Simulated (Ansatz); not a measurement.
InN (zinc blende)

```
CELL_PARAMETERS angstrom
      0.00000     2.52449     2.52449
      2.52449     0.00000     2.52449
      2.52449     2.52449     0.00000
ATOMIC_POSITIONS crystal
  N  0.75000 0.75000 0.75000
  In 0.00000 0.00000 0.00000
```

The slice is a {100} plane (indices of the conventional cell) through the point (0.000, 0.000, 0.000) (fractional), spanned by u = [100] and v = [0 1 -1] in vectors of this cell: u (3.57 Å) and v (3.57 Å, at 90° to u). It covers one period; positions are fractions (u, v).

All values below come from PBE (plane waves to 420 eV, PAW, scalar-relativistic; Ansatz, a quantum-chemistry and plane-wave program). k mesh 11×11×11. These are valence fields of a PAW run, semicore shells included where kept as valence: close to a nucleus they are smooth pseudo fields. At this level the bands of InN touch or barely overlap; measurements give the solid a gap. InN was relaxed with its symmetry unable to fall.

Three fields on this plane, each scaled to ten steps between its own extremes (0 low, 9 high; the total valence density on a logarithmic scale, the potential cut 8 eV below its top; x marks points blanked near nuclei; v = 0 in the bottom row):

Map A
```
|xxxxxx0015778775100xxxxx|
|xxxxxx0025788875200xxxxx|
|xxxxxx0036788876300xxxxx|
|xxxxx001467888864100xxxx|
|xxxx00035788988753000xxx|
|x00000356889998865300000|
|000013567899999876531000|
|112345678999999987654321|
|455667889999999998876655|
|677778899999999999888777|
|778888999999999999988887|
|888889999999999999998888|
|778888999999999999988887|
|677778899999999999888777|
|455667889999999998876655|
|112345678999999987654321|
|000013567899999876531000|
|x00000356889998865300000|
|xxxx00035788988753000xxx|
|xxxxx001467888864100xxxx|
|xxxxxx0036788876300xxxxx|
|xxxxxx0025788875200xxxxx|
|xxxxxx0015778775100xxxxx|
|xxxxxxx01467876410xxxxxx|
```

Map B
```
|xxxxxx9876655566789xxxxx|
|xxxxxx9766555556679xxxxx|
|xxxxxx8765555555678xxxxx|
|xxxxx976554444455679xxxx|
|xxxx97654443334445679xxx|
|x99876544333333344567899|
|887765443222222234456778|
|776654432211111223445667|
|666554322111011122345566|
|665544321100000112344556|
|555543321100000112334555|
|555543321000000012334555|
|555543321100000112334555|
|665544321100000112344556|
|666554322111011122345566|
|776654432211111223445667|
|887765443222222234456778|
|x99876544333333344567899|
|xxxx97654443334445679xxx|
|xxxxx976554444455679xxxx|
|xxxxxx8765555555678xxxxx|
|xxxxxx9766555556679xxxxx|
|xxxxxx9876655566789xxxxx|
|xxxxxxx87665556678xxxxxx|
```

Map C
```
|xxxxxx6445799975446xxxxx|
|xxxxxx5445788875445xxxxx|
|xxxxxx5445677765445xxxxx|
|xxxxx543444555444345xxxx|
|xxxx54333333333333345xxx|
|x65543332222222223334556|
|444433322111111122333444|
|444443221100000112234444|
|555543211000000011234555|
|877643210000000001234677|
|998753210000000001235789|
|998753210000000001235789|
|998753210000000001235789|
|877643210000000001234677|
|555543211000000011234555|
|444443221100000112234444|
|444433322111111122333444|
|x65543332222222223334556|
|xxxx54333333333333345xxx|
|xxxxx543444555444345xxxx|
|xxxxxx5445677765445xxxxx|
|xxxxxx5445788875445xxxxx|
|xxxxxx6445799975446xxxxx|
|xxxxxxx44589998544xxxxxx|
```

### Question
Assign the maps to these fields: electron localisation function (ELF); valence electron density; electrostatic potential energy of an electron, from the cell's mean.

### Answer
A is the electrostatic potential energy of an electron, from the cell's mean; B is the valence electron density; C is the electron localisation function (ELF).
